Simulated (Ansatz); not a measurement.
ZnSe (Stilleite): single point with PBE

**The experiment to reproduce.**

From “Alloy Disordering Effects on the Thermal Conductivity and Energy Gap Temperature Dependence of Cd1−xZnxSe Ternary Crystals Grown by the Bridgman Method”, 2023, pmc:10253836, for a bulk crystal of ZnSe at 300 K: band gap 2.695 ± 0.003 eV (an exciton energy, a little under the gap).

ZnSe (Stilleite):

```
Se Zn
1.0
     0.00000    2.83380    2.83380
     2.83380    0.00000    2.83380
     2.83380    2.83380    0.00000
Se Zn
1 1
Direct
  0.75000 0.75000 0.75000
  0.00000 0.00000 0.00000
```

* Program: Ansatz 0.2.0
* Task: single point
* Functional: PBE
* Potentials or basis: all-electron LAPW, scalar-relativistic
* Cutoff: 311 eV (chosen from the basis error)
* Basis error allowed: 0.001 eV/atom
* k mesh: 8 × 8 × 8
* Occupations: fermi-dirac, width 0.05 eV
* Spin: no spin polarisation

The pressure is 2.1 GPa and the band gap on the k mesh is 1.29 eV, direct. The loewdin charges are Se -1.01; Zn +1.22 e.

Levels at points of the mesh, in eV from the valence-band top:
```csv
k point,band 20,band 21,band 22,band 23,band 24,band 25
"(0.00, 0.00, 0.00)",0.00,0.00,0.00,1.29,5.81,5.81
"(0.00, 0.00, -0.50)",-5.22,-0.87,-0.87,2.55,6.39,6.39
"(0.00, -0.50, -0.50)",-4.75,-2.18,-2.18,2.99,3.47,10.73
```

Wall time 15 s on 1 thread of AMD EPYC 7R13 Processor (Zen 3) (shared host), peak memory 0.3 GiB.

Against the measured gap of ZnSe, 2.695 eV (an exciton energy, a little under the gap; 300 K; “Alloy Disordering Effects on the Thermal Conductivity and Energy Gap Temperature Dependence of Cd1−xZnxSe Ternary Crystals Grown by the Bridgman Method”, 2023, pmc:10253836), the calculated 1.29 eV is off by -1.40 eV. So large a miss can be the level of theory's own, or it may mean another phase, state or a wrong row. Spin-orbit coupling on Se is left out. The value is that of PBE, without temperature or zero-point motion. Semilocal functionals fall short of measured gaps as a rule.

Caveat: the atomic charges don't sum to the cell's charge.
